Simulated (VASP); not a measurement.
Here is a VASP 6.6.1 calculation.

File INCAR:

```
ALGO = Normal
EDIFF = 1E-7
EDIFFG = -0.01
ENCUT = 600
GGA = CA
IBRION = 2
ISIF = 2
ISMEAR = 0
LASPH = True
LCHARG = False
LREAL = False
LWAVE = False
NELM = 80
NSW = 40
PREC = Accurate
SIGMA = 0.03
```

KPOINTS

```
k-points
0
Gamma
  8 8 8
```

The input POSCAR:

```
BeTe                                    
1.0
    0.0000000000      2.7436289081      2.7436289081
    2.7436289081      0.0000000000      2.7436289081
    2.7436289081      2.7436289081      0.0000000000
  Be              Te            
     1     1
Direct
     0.0000000000000000    0.0000000000000000    0.0000000000000000
     0.2500000000000000    0.2500000000000000    0.2500000000000000
```

Potentials or basis: VASP PAW LDA potentials, release 64 (Be, Te).

Launch:

```console
$ cat potpaw_LDA.64/Be/POTCAR potpaw_LDA.64/Te/POTCAR > POTCAR
$ mpirun -np 1 vasp_std > vasp.out
```

(1) What does it give for the band gap on the k mesh?

Results:

(1) 1.68 eV, indirect (least direct gap 3.51 eV).

Caveat: the relaxation stopped at its first step, so nothing moved; spin-orbit coupling is left out, which moves the levels of the heavy elements.
